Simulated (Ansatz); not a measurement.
Ca (space group Fm-3m) relaxed with several functionals in Ansatz (plane waves to 420 eV, scalar-relativistic PAW, no spin-orbit coupling, symmetry kept). The database cell has 43.63 Å³/atom; its temperature or method isn't stated, so the comparison with it is no error of the functional. No moments.

```csv
functional,conventional cell,V (Å³/atom),against the database cell (%),gap on mesh (eV),largest moment (μB)
PBE,"a = 5.525 Å, b = 5.525 Å, c = 5.525 Å, α = 90.00°, β = 90.00°, γ = 90.00°",42.16,-3.4,0.00,0.00
PBEsol,"a = 5.453 Å, b = 5.453 Å, c = 5.453 Å, α = 90.00°, β = 90.00°, γ = 90.00°",40.54,-7.1,0.00,0.00
PBE+D3(BJ),"a = 5.432 Å, b = 5.432 Å, c = 5.432 Å, α = 90.00°, β = 90.00°, γ = 90.00°",40.08,-8.2,0.00,0.00
```